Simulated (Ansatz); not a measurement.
**Stack of 1T-PtSSe under 2H-MoTe2, shifted by two thirds of the diagonal in a perpendicular field**

Wanted: the out-of-plane response of the stack of 1T-PtSSe under 2H-MoTe2, shifted by two thirds of the diagonal. A positive field points along +c.

Calculated with Ansatz 0.2.0; plane-wave DFT, PBE-D3(BJ), Ansatz PAW.

This is a report of a sequence of runs, with most program output left out.

## (1) The starting structure

The cell holds 6 atoms: 1 Se, 1 Pt, 1 S, 2 Te and 1 Mo. Its edges and angles: a = 3.605 Å, b = 3.605 Å, c = 49.047 Å, α = 90.0°, β = 90.0°, γ = 120.0°. Regions: layer 1: 1T-PtSSe, 3 atoms (1 Se, 1 Pt and 1 S); layer 2: 2H-MoTe2, 3 atoms (2 Te and 1 Mo). Vacuum lies along c.

## (2) Relaxation

The starting cell is a guess, so the in-plane lattice and the atoms are relaxed first, with the slab cut off from its images along the normal.

input.yaml reads:

```yaml
crystal:
  lattice:
    - [3.605, 0.0, 0.0]
    - [-1.8025, 3.1220215806, 0.0]
    - [0.0, 0.0, 49.0465102773]
  atoms:
    - { symbol: Se, position: [0.6666666667, 0.3333333333, 0.4077762085] }
    - { symbol: Pt, position: [0.0, 0.0, 0.4328132692] }
    - { symbol: S, position: [0.3333333333, 0.6666666667, 0.4510495756] }
    - { symbol: Te, position: [0.0, 0.0, 0.5152743285] }
    - { symbol: Mo, position: [0.6666666667, 0.3333333333, 0.55374906] }
    - { symbol: Te, position: [0.0, 0.0, 0.5922237915] }
  periodic: [true, true, false]
kpoints:
  mp_grid: { grid: [12, 12, 1] }
hamiltonian:
  xc: pbe
  dispersion: d3bj
scf:
  occupations: { method: fermi_dirac, width: 0.05 }
  convergence: { dr2_threshold: 1.0e-09 }
relax:
  f_tol: 0.004
  max_steps: 90
  cell: {}
output:
  write_potential: true
  write_density: true
  volumetric_format: npy
```

The run is started by

```bash
$ ansatz run input.yaml --threads 4 --pin off --max-ram 8192MiB --backend cpu --events-out ev --progress --plain --runs-dir out
```

Elapsed: 4.5 min, on 4 threads of Arm Neoverse N1, shared host; peak memory 1.2 GiB; 16 min of CPU time.

Step by step:

| step | energy less that of the first step (eV) | largest force component (eV/Å) | volume (Å³) |
| --- | --- | --- | --- |
| 1 | 0.0000 | 4.2219 | 552.01 |
| 2 | -0.9213 | 1.1122 | 552.98 |
| 3 | -0.9813 | 0.3736 | 533.76 |
| 4 | -1.0015 | 0.0441 | 539.93 |
| 5 | -1.0017 | 0.0266 | 540.50 |
| 6 | -1.0018 | 0.0032 | 540.19 |
| 7* | -1.0012 | 0.0032 | 540.19 |

Relaxation steps marked * repeat the geometry before them on a plane-wave basis chosen anew for their cell, so energy and pressure can jump there.

The run keeps the 6 symmetry operations that it works with, so distortions that break them were not tested.

| cell as run | before | after | change |
| --- | --- | --- | --- |
| a (Å) | 3.605 | 3.566 | -1.1 % |
| b (Å) | 3.605 | 3.566 | -1.1 % |

The atoms that moved most (Å, along periodic axes as changes of fractional coordinates times the final cell, across vacuum about the mean position):

| atom | dx | dy | dz | length |
| --- | --- | --- | --- | --- |
| S3 | 0.000 | 0.000 | 0.308 | 0.308 |
| Se1 | 0.000 | 0.000 | -0.208 | 0.208 |
| Te6 | 0.000 | 0.000 | -0.114 | 0.114 |
| Te4 | 0.000 | 0.000 | 0.077 | 0.077 |
| Pt2 | 0.000 | 0.000 | -0.042 | 0.042 |
| Mo5 | 0.000 | 0.000 | -0.021 | 0.021 |

The relaxed structure:

```xyz
6
Lattice="3.5662 0.0000 0.0000 -1.7831 3.0884 0.0000 0.0000 0.0000 49.0465" Properties=species:S:1:pos:R:3
Se    1.7831    1.0295   19.7918
Pt    0.0000    0.0000   21.1859
S     0.0000    2.0589   22.4309
Te    0.0000    0.0000   25.3496
Mo    1.7831    1.0295   27.1384
Te    0.0000    0.0000   28.9322
```

This step gave:

```
energy at zero smearing : -37814.3408 eV
```

The lattice constant a goes from 3.605 to 3.566 Å.

## (3) Atoms held, field 0, start network

A sawtooth potential applies the field, turning back in the middle of the vacuum. With the dipole correction the typed value is the field outside the slab. The induced dipole is small, so the SCF threshold is tight.

The cell differs from the one that the last finished run ended in (c 49.047 → 27.140 Å).

input.yaml reads:

```yaml
crystal:
  lattice:
    - [3.5661945079, 0.0, 0.0]
    - [-1.7830972539, 3.0884150387, 0.0]
    - [0.0, 0.0, 27.1404617278]
  atoms:
    - { symbol: Se, position: [0.6666666667, 0.3333333333, 0.3316082125] }
    - { symbol: Pt, position: [0.0, 0.0, 0.3829755411] }
    - { symbol: S, position: [0.3333333333, 0.6666666667, 0.428848582] }
    - { symbol: Te, position: [0.0, 0.0, 0.5363904507] }
    - { symbol: Mo, position: [0.6666666667, 0.3333333333, 0.6022968223] }
    - { symbol: Te, position: [0.0, 0.0, 0.6683917875] }
kpoints:
  mp_grid: { grid: [18, 18, 1] }
  band_path:
    path: [[0, 0, 0], [0.5, 0, 0], [0.33333333, 0.33333333, 0], [0, 0, 0]]
    npoints: 16
hamiltonian:
  xc: pbe
  dispersion: d3bj
scf:
  occupations: { method: fermi_dirac, width: 0.02585 }
  convergence: { dr2_threshold: 1.0e-10 }
efield:
  axis: 3
  dipole_correction: true
  ramp_position: 0.97
  ramp_width: 0.06
  amplitude: 0
output:
  dos: { projected: true, e_range: [-6, 5] }
  write_potential: true
  write_density: true
  volumetric_format: npy
  elf: true
```

Elapsed: 58 s, on 4 threads; peak memory 1.1 GiB.

This step gave:

* dipole along the normal: -0.02099 e·Å
* gap along the path: 0.4125 eV
* smallest direct gap along the path: 0.5824 eV
* step between the vacuum levels: 0.3449 eV
* ionisation energy, upper face: 4.864 eV
* electron affinity, upper face: 4.451 eV
* ionisation energy, lower face: 4.519 eV
* gap, the smaller of path and mesh: 0.4125 eV

Running mean over a fixed 2.7 Å (it still follows the layers) of the planar mean; the ramp of the sawtooth is left out. The electron's electrostatic potential energy less the Fermi level by z:

| z (Å) | electron's electrostatic potential energy less the Fermi level (eV) |
| --- | --- |
| 3.5 | 4.30 |
| 4.0 | 4.30 |
| 4.5 | 4.30 |
| 5.0 | 4.30 |
| 5.5 | 4.29 |
| 6.0 | 4.26 |
| 6.5 | 4.11 |
| 7.0 | 3.43 |
| 7.5 | 1.98 |
| 8.0 | 0.251 |
| 8.5 | -1.99 |
| 9.0 | -5.12 |
| 9.5 | -8.11 |
| 10.0 | -9.50 |
| 10.5 | -9.97 |
| 11.0 | -9.41 |
| 11.5 | -6.92 |
| 12.0 | -3.65 |
| 12.5 | -1.56 |
| 13.0 | -0.572 |
| 13.5 | 0.317 |
| 14.0 | -0.510 |
| 14.5 | -2.26 |
| 15.0 | -4.83 |
| 15.5 | -6.63 |
| 16.0 | -7.63 |
| 16.5 | -7.91 |
| 17.0 | -7.03 |
| 17.5 | -5.66 |
| 18.0 | -3.18 |
| 18.5 | -1.02 |
| 19.0 | 0.668 |
| 19.5 | 1.79 |
| 20.0 | 2.91 |
| 20.5 | 4.14 |
| 21.0 | 4.52 |
| 21.5 | 4.62 |
| 22.0 | 4.64 |
| 22.5 | 4.65 |
| 23.0 | 4.65 |
| 23.5 | 4.65 |
| 24.0 | 4.65 |

The density of states has structure finer than the step of the table below, so its rows give means over 0.25 eV, whole bins alone (the curve runs from -6 to 2.19 eV). Peaks (eV: height): -3.630: 10.9, -3.460: 9.60, -2.550: 10.5, -1.840: 11.6, -1.750: 18.0, 1.110: 10.1, 1.310: 10.2.

Density of states against energy, zero at the Fermi level of the run, which the smearing sets inside the gap; means over each step:

| energy (eV) | density of states (states/eV a cell) |
| --- | --- |
| -5.75 | 2.50 |
| -5.50 | 3.16 |
| -5.25 | 4.85 |
| -5.00 | 4.22 |
| -4.75 | 5.31 |
| -4.50 | 6.52 |
| -4.25 | 3.28 |
| -4.00 | 2.03 |
| -3.75 | 4.67 |
| -3.50 | 8.76 |
| -3.25 | 5.18 |
| -3.00 | 5.09 |
| -2.75 | 6.01 |
| -2.50 | 5.70 |
| -2.25 | 4.11 |
| -2.00 | 5.04 |
| -1.75 | 9.04 |
| -1.50 | 6.82 |
| -1.25 | 3.95 |
| -1.00 | 2.73 |
| -0.75 | 3.85 |
| -0.50 | 2.87 |
| -0.25 | 0.860 |
| 0.00 | 0 |
| 0.25 | 1.73 |
| 0.50 | 3.26 |
| 0.75 | 2.00 |
| 1.00 | 5.55 |
| 1.25 | 7.59 |
| 1.50 | 6.62 |
| 1.75 | 2.90 |
| 2.00 | 3.75 |

Projected DOS per atom over height of the atomic layer and energy from the Fermi level. Layers: Se Pt S Te Mo Te from below.

Ten even steps from '0' (0.00 states/eV) to '9' (3.02 states/eV), each cell a mean:
```
000352
111172
433192
222020
222000
000000
000010
000251
000142
212243
323464
223121
222242
222343
161222
291434
020100
050222
141324
252211
241100
142000
```
Columns: height of the atomic layer (Å) from 9 to 18.1 (not evenly spaced); rows upwards: energy from the Fermi level (eV) from -5.96 to 2.14.

Electronic bands along the path, in eV, zero at the Fermi level of the run, which the smearing sets inside the gap:

| point | band 40 | band 41 | band 42 | band 43 | band 44 | band 45 | band 46 | band 47 |
| --- | --- | --- | --- | --- | --- | --- | --- | --- |
| Γ | -1.21 | -1.17 | -1.17 | -0.25 | 1.80 | 1.80 | 2.76 | 2.76 |
| halfway | -1.58 | -1.34 | -1.15 | -0.92 | 0.37 | 1.32 | 1.43 | 1.89 |
| M | -2.55 | -1.77 | -0.97 | -0.64 | 1.10 | 1.33 | 1.51 | 1.56 |
| halfway | -2.31 | -2.16 | -1.76 | -0.45 | 0.66 | 1.05 | 1.17 | 1.76 |
| K | -2.26 | -2.07 | -1.88 | -0.26 | 0.32 | 0.72 | 0.87 | 1.83 |
| halfway | -1.72 | -1.41 | -0.95 | -0.84 | 0.46 | 0.78 | 1.26 | 1.58 |
| Γ | -1.21 | -1.17 | -1.17 | -0.25 | 1.80 | 1.80 | 2.76 | 2.76 |

Electrostatic potential energy in the ca plane at fractional y = 1.000, with atoms of Pt and Te within 0.2 Å of it. With pseudopotentials it is smooth inside the atoms' cores, unlike the true potential.

Ten even steps from '0' (-42 eV) to '9' (13 eV), each cell a mean:
```
88888888888888888720001688888579985788757997
88888888888888888762015788888755646788764664
88888888888888887777667888888876677777777667
88888888888888877778888778888888888766778888
88888888888888876778888778888888888766778888
88888888888888887777777778888887777777777778
88888888888888888775346788888764457777775445
88888888888888888740002788888658965788755886
88888888888888888720000688887579995788748998
```
Columns run along c (16.0 Å, from fractional 0.11 to 0.70 of the cell; values clipped at the 3rd and 97th percentile), rows up along a (3.6 Å). Atoms in or near the plane, at fractional coordinates: Pt at (0.38, 0.00), Te at (0.54, 0.00), Te at (0.67, 0.00).

Valence density in the ca plane at fractional y = 1.000, with atoms of Pt and Te within 0.2 Å of it. It is the smooth field of the valence electrons, not physical close to the nuclei.

Ten steps, logarithmic in the rise over the least value, from '0' (0 e/Å³) to '9' (15 e/Å³), each cell a mean:
```
00000000000000001258986310002369974211237997
00000000000000011235664211001245643211234554
00000000000000112223332221000122322222222322
00000000000000122222122222100011111222221111
00000000000000122221112222100001111223211111
00000000000000112222222221100112222222222221
00000000000000011234543211001233432222223443
00000000000000001247875310001357863211235775
00000000000000001368997410012379984211247997
```
Columns run along c (16.0 Å, from fractional 0.11 to 0.70 of the cell), rows up along a (3.6 Å). Atoms in or near the plane, at fractional coordinates: Pt at (0.38, 0.00), Te at (0.54, 0.00), Te at (0.67, 0.00).

ELF in the ca plane at fractional y = 1.000, with atoms of Pt and Te within 0.2 Å of it. It is the smooth field of the valence electrons, not physical close to the nuclei.

Values, 5 rows by 16 columns, each cell a mean:
```
0.00 0.00 0.02 0.12 0.34 0.60 0.34 0.09 0.59 0.24 0.41 0.29 0.40 0.25 0.76 0.52
0.00 0.02 0.20 0.51 0.47 0.28 0.45 0.32 0.29 0.50 0.44 0.20 0.45 0.51 0.48 0.14
0.00 0.03 0.35 0.68 0.55 0.21 0.58 0.51 0.09 0.28 0.23 0.20 0.24 0.28 0.11 0.02
0.00 0.01 0.12 0.38 0.40 0.36 0.38 0.22 0.41 0.50 0.49 0.23 0.50 0.51 0.64 0.25
0.00 0.00 0.01 0.08 0.38 0.65 0.39 0.09 0.62 0.16 0.35 0.29 0.34 0.15 0.76 0.57
```
Columns run along c (16.0 Å, from fractional 0.19 to 0.78 of the cell), rows up along a (3.6 Å). Atoms in or near the plane, at fractional coordinates: Pt at (0.38, 0.00), Te at (0.54, 0.00), Te at (0.67, 0.00).

The gap is 0.41 eV, with the valence edge 4.86 eV and the conduction edge 4.45 eV under the upper vacuum level. Spin-orbit coupling, left out in this run, matters for the bands of elements this heavy.

## (4) Atoms held, field 0.1 V/Å

input.yaml, as its differences from that of step 3:

```diff
@@ -26,7 +26,6 @@
   dipole_correction: true
-  ramp_position: 0.97
-  ramp_width: 0.06
-  amplitude: 0
+  ramp_position: 0.9661
+  ramp_width: 0.0744
+  amplitude: 0.1
 output:
-  dos: { projected: true, e_range: [-6, 5] }
   write_potential: true
@@ -34,2 +33 @@
   volumetric_format: npy
-  elf: true
```

It took 60 s on 4 threads; peak memory 1 GiB; 3.9 min of CPU time.

The dipole is 0.0477 e·Å, 0.0687 e·Å from its value without field, and the gap 0.387 eV.

## (5) Single point, field -0.1 V/Å

input.yaml, as its differences from that of step 4:

```diff
@@ -28,3 +28,3 @@
   ramp_width: 0.0744
-  amplitude: 0.1
+  amplitude: -0.1
 output:
```

It took 62 s on 4 threads; peak memory 1 GiB.

The dipole is -0.0896 e·Å, -0.0686 e·Å from its value without field, and the gap 0.437 eV.

## (6) Response, atoms held

This step: plane-wave DFT, PBE-D3(BJ), Ansatz PAW; response to a field along the normal, atoms held (Ansatz 0.2.0).

The dipoles give the slope, and the difference of two potentials shows where the field is screened.

Numbers from this step:

* equivalent conductor thickness p/(ε₀AE): 11.28 Å
* distance between the outer atoms: 9.140 Å

Dipole of the cell against applied field:

| applied field (V/Å) | dipole of the cell (e·Å) |
| --- | --- |
| -0.1000 | -0.0896 |
| 0.0000 | -0.0210 |
| 0.1000 | 0.0477 |

Local field over the applied field, running mean. From the potentials at -0.1 and 0.1 V/Å; running mean over 2.8 Å. The local field over applied field by z:

| z (Å) | local field over applied field |
| --- | --- |
| 4.5 | 0.997 |
| 5.0 | 0.993 |
| 5.5 | 0.980 |
| 6.0 | 0.950 |
| 6.5 | 0.883 |
| 7.0 | 0.766 |
| 7.5 | 0.615 |
| 8.0 | 0.449 |
| 8.5 | 0.285 |
| 9.0 | 0.150 |
| 9.5 | 0.0610 |
| 10.0 | 0.0184 |
| 10.5 | 0.00948 |
| 11.0 | 0.0276 |
| 11.5 | 0.0595 |
| 12.0 | 0.0879 |
| 12.5 | 0.105 |
| 13.0 | 0.115 |
| 13.5 | 0.109 |
| 14.0 | 0.0875 |
| 14.5 | 0.0600 |
| 15.0 | 0.0404 |
| 15.5 | 0.0329 |
| 16.0 | 0.0270 |
| 16.5 | 0.0268 |
| 17.0 | 0.0343 |
| 17.5 | 0.0528 |
| 18.0 | 0.0988 |
| 18.5 | 0.196 |
| 19.0 | 0.338 |
| 19.5 | 0.496 |
| 20.0 | 0.654 |
| 20.5 | 0.799 |
| 21.0 | 0.903 |
| 21.5 | 0.959 |
| 22.0 | 0.984 |
| 22.5 | 0.994 |
| 23.0 | 0.998 |

Electrons, planar mean, per unit field. The induced electron density by z:

| z (Å) | induced electron density (e/Å³ per V/Å) |
| --- | --- |
| 4.5 | 9.1e-6 |
| 5.0 | 2.7e-5 |
| 5.5 | 7.7e-5 |
| 6.0 | 2.1e-4 |
| 6.5 | 5.3e-4 |
| 7.0 | 0.00127 |
| 7.5 | 0.00256 |
| 8.0 | 0.00333 |
| 8.5 | 0.00181 |
| 9.0 | 0.00111 |
| 9.5 | 3.4e-4 |
| 10.0 | -2.5e-4 |
| 10.5 | -2.2e-4 |
| 11.0 | 1.9e-4 |
| 11.5 | -5.3e-4 |
| 12.0 | -7.6e-4 |
| 12.5 | -7.1e-4 |
| 13.0 | 2.3e-4 |
| 13.5 | 7.7e-4 |
| 14.0 | 3.4e-4 |
| 14.5 | 4.6e-4 |
| 15.0 | 8.9e-5 |
| 15.5 | -2.1e-4 |
| 16.0 | -8.4e-5 |
| 16.5 | -9.5e-5 |
| 17.0 | 4.8e-4 |
| 17.5 | -2.3e-4 |
| 18.0 | -4.8e-4 |
| 18.5 | -7.9e-4 |
| 19.0 | -0.00228 |
| 19.5 | -0.00334 |
| 20.0 | -0.00217 |
| 20.5 | -0.00103 |
| 21.0 | -4.3e-4 |
| 21.5 | -1.7e-4 |
| 22.0 | -6.4e-5 |
| 22.5 | -2.3e-5 |
| 23.0 | -7.9e-6 |

The smaller of the gaps on the path and on the k-mesh, counted as 0 under 0.03 eV. Table of gap by applied field:

| applied field (V/Å) | gap (eV) |
| --- | --- |
| -0.1000 | 0.437 |
| 0.0000 | 0.412 |
| 0.1000 | 0.387 |

By hand: between -0.1 and 0.1 V/Å the dipole changes by 0.1373 e·Å, a slope of 0.6867 e·Å²/V. A perfect conductor of thickness t has p = ε₀AEt, so t = 180.95 × 0.6867 / 11.014 = 11.28 Å (e/ε₀ = 180.95 V·Å, A in Å²).

The induced dipole is that of a conductor 11.28 Å thick.

## (7) Outcome

```json
{
 "gap without field": "0.413 eV",
 "ionisation energy, upper face": "4.86 eV",
 "electron affinity, upper face": "4.45 eV",
 "step between the vacuum levels": "0.345 eV",
 "equivalent conductor thickness, atoms held": "11.3 Å"
}
```

What this shows: The induced dipole equals that of a perfect conductor 11.28 Å thick, while the outer atoms lie 9.14 Å apart; an out-of-plane ε follows only once a thickness t is chosen, by 1 − 1/ε = 11.28 Å / t. The two faces differ: the vacuum level above lies 0.34 eV higher than the one below. The gap goes from 0.41 eV to 0.44 eV at -0.1 V/Å. Semilocal functionals give gaps that are too small, and excitons are not included. Spin-orbit coupling is left out, which matters for the bands of elements this heavy.

[Logs are printed without paths, hosts, clocks, repeated set-up lines and the standing remarks that a program may print on its own settings, such as how far it seeks lower states.]

[Hosts, paths, dates, database ids (printed as entryN), source tags and the programs' standing remarks are cut or masked in the printed files.]

[Maps of the electrostatic potential energy from Ansatz leave out the sawtooth potential of an applied field or a dipole correction, so their vacuum need not be flat; planar profiles and work functions include it.]

[The density of states shown here was stored with 400 of the rows of the run's finer table, so its peaks can read low, often by over a quarter, or be missed, and its means over a window can be off by a tenth or more.]
